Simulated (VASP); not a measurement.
A run of VASP 6.6.1 is set up as follows.

Contents of INCAR:

```
SYSTEM = Si
PREC = Accurate
ENCUT = 600
EDIFF = 1E-6
ISMEAR = -1
SIGMA = 0.05
LREAL = .False.
LASPH = .True.
NELM = 80
ALGO = Fast
ISIF = 3
LWAVE = .False.
LCHARG = .False.
GGA = PS
IVDW = 13
IBRION = 2
NSW = 60
EDIFFG = -0.01
```

KPOINTS

```
Automatic mesh
0
Gamma
  12 12 11
  0 0 0
```

POSCAR

```
Si
1.0
    2.6205428149      0.0000000000      0.0000000000
   -1.3102714075      2.2694566494      0.0000000000
    0.0000000000      0.0000000000      2.4663543900
Si
1
Direct
    0.0000000000      0.0000000000      0.0000000000
```

Potentials or basis: VASP PAW PBE potentials, release 64 (Si).

Launch:

```bash
$ cat potpaw_PBE.64/Si/POTCAR > POTCAR
$ mpirun -np 1 vasp_std > vasp.out
```

Question: Predict the space group after relaxing (to 0.05 Å).

Answer: P6/mmm (No. 191).

Question: Estimate the dispersion energy per atom.

Answer: -0.256 eV.

Question: Estimate the relaxed cell.

Answer: a = 2.594 Å, b = 2.594 Å, c = 2.474 Å, α = 90.00°, β = 90.00°, γ = 120.00°.

Question: What does it give for the relaxed volume?

Answer: 14.42 Å³/atom.

The path:
```csv
step,energy change (eV),largest force (eV/Å),pressure (GPa),volume (Å³)
1,0.0000,0.0000,-1.92,14.67
2,-0.0025,0.0000,1.04,14.30
3,-0.0034,0.0000,0.00,14.42
```

Caveat: the PAW data sets were made with another functional, which shifts forces and pressure a little; pairwise dispersion overbinds metals, which lowers pressure and volume.
